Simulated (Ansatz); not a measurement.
# A thicker film of LiCl (001) from two thinner ones

In a field along its normal an insulating film takes a dipole p. Written as a length, p/(ε₀AE), it should grow by 1 − 1/ε for each ångström added.

**Method.** Ansatz 0.2.0, plane waves with PAW datasets (its set soft_2), LDA; rocksalt films relaxed at a bulk in-plane lattice constant near the measured one, then held in weak fields of both signs with a dipole correction (A is the cell's area, E the outer field).

```
    run  distance between the outer atoms (Å)  p/(ε₀AE) (Å)
3 units                                 4.943         5.314
5 units                                 9.824         8.595
8 units                                17.124             ?
```

**Question.** What value belongs in the row marked “?”, and how far can the other rows tell?

Two rows fix a line: slope = (8.595 − 5.314) / (9.824 − 4.943) = 0.6722, intercept 1.9913. That slope means ε = 1/(1 − 0.6722) = 3.05. At 17.124 it gives 0.6722 × 17.124 + 1.9913 = 13.502 Å, beyond the rows fitted. Rounding of the rows alone allows about ±0.003 Å there; two rows can't show whether the line holds.

The run itself gives 13.522 Å: a miss of +0.020 Å, or 0.1 % of the value. The length is met to within 1 %, though ε is more sensitive than the length: the two thickest films give ε = 3.08.

Caveats: This is the electronic response alone. A unit is one step of the cut along the normal (a plane, a pair of planes or a cell), and the layers relax along it, away from their bulk spacing where the functional's lattice constant differs from the one held.

[Logs are printed without paths, hosts, clocks, repeated set-up lines and the standing remarks that a program may print on its own settings, such as how far it seeks lower states.]
